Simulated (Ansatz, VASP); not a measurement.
**One calculation of W, two programs**

Contents of INCAR:

```
PREC = Accurate
ENCUT = 520
EDIFF = 1E-6
ISMEAR = 0
SIGMA = 0.1
LREAL = F
LASPH = T
NELM = 100
ALGO = Fast
ISIF = 2
LWAVE = F
LCHARG = F
GGA = PS
NBANDS = 13
```

File KPOINTS:

```
Automatic mesh
0
Gamma
  8 8 8
```

The input POSCAR:

```
W
1.0
   -1.5823450000      1.5823450000      1.5823450000
    1.5823450000     -1.5823450000      1.5823450000
    1.5823450000      1.5823450000     -1.5823450000
W
1
Direct
    0.0000000000      0.0000000000      0.0000000000
```

Input for Ansatz:

```yaml
crystal:
  lattice:
    - [-1.582345, 1.582345, 1.582345]
    - [1.582345, -1.582345, 1.582345]
    - [1.582345, 1.582345, -1.582345]
  atoms:
    - { symbol: W, position: [0.0, 0.0, 0.0] }
basis:
  ecutwfc: 420
kpoints:
  mp_grid: { grid: [8, 8, 8] }
hamiltonian:
  xc: pbesol
scf:
  occupations: { method: gaussian, width: 0.1 }
output:
  forces: true
  stress: true
  eigenvalues: true
```

Alike in both runs: task single point; functional PBEsol; k mesh 8 × 8 × 8; occupations gaussian, width 0.1 eV; no spin polarisation.

|  | VASP | Ansatz |
| --- | --- | --- |
| version | VASP 6.6.1 | Ansatz 0.2.0 |
| potentials or method | VASP PAW PBE potentials, release 64 (W_sv) | scalar-relativistic, plane waves, PAW |
| plane-wave cutoff (eV) | 520 | 420 |
| valence electrons in the cell | 14 | 14 |

|  | VASP | Ansatz | Ansatz less VASP |
| --- | --- | --- | --- |
| gap on the k mesh at the Fermi level (eV) | none | none | - |
| pressure (GPa) | -2.1 | -2.7 | -0.60 |

A gap of «none» marks a metal or a gap that the smearing closes.

Caveats: the PAW data sets were made with another functional, which shifts forces and pressure a little (VASP). The runs have no spin-orbit coupling, so splittings on W are missing.
